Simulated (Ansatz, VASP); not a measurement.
H: VASP beside Ansatz

INCAR

```
PREC = Accurate
ENCUT = 520
EDIFF = 1E-6
ISMEAR = 0
SIGMA = 0.05
LREAL = False
LASPH = True
NELM = 60
ALGO = Normal
ISIF = 2
LWAVE = False
LCHARG = False
GGA = CA
NBANDS = 6
```

KPOINTS

```
regular mesh
0
Gamma
  10 10 26
```

POSCAR

```
H
1.0
    2.6496387389      0.0000000000      0.0000000000
    0.0000000000      2.6496387389      0.0033120484
    0.0000000000      0.0012256162      0.9804929200
H
1
Direct
    0.0000000000      0.0000000000      0.5000000000
```

Input for Ansatz:

```yaml
crystal:
  lattice:
    - [2.6496387389, 0.0, 0.0]
    - [0.0, 2.6496387389, 0.0033120484]
    - [0.0, 0.0012256162, 0.98049292]
  atoms:
    - { symbol: H, position: [0.0, 0.0, 0.5] }
basis:
  ecutwfc: 420
kpoints:
  mp_grid: { grid: [10, 10, 26] }
hamiltonian:
  xc: lda
scf:
  occupations: { method: gaussian, width: 0.05 }
output:
  forces: true
  stress: true
  eigenvalues: true
```

Change from the starting cell: strain +0.0025 x Voigt [0, 0, 0, 1, 0, 0], atoms carried along.

Alike in both runs: task single point; functional LDA; k mesh 10 × 10 × 26; occupations gaussian, width 0.05 eV; no spin polarisation.

|  | VASP | Ansatz |
| --- | --- | --- |
| version | VASP 6.6.1 | Ansatz 0.2.0 |
| potentials or method | VASP PAW LDA potentials, release 64 (H) | scalar-relativistic, plane waves, PAW |
| plane-wave cutoff (eV) | 520 | 420 |
| valence electrons in the cell | 1 | 1 |

|  | VASP | Ansatz | Ansatz less VASP |
| --- | --- | --- | --- |
| gap on the k mesh at the Fermi level (eV) | none | none | - |
| pressure (GPa) | 1.3 | 1.5 | +0.15 |
| largest component of the traceless stress (GPa) | 2.67 | 2.40 | -0.274 |

A gap of «none» marks a metal or a gap that the smearing closes.
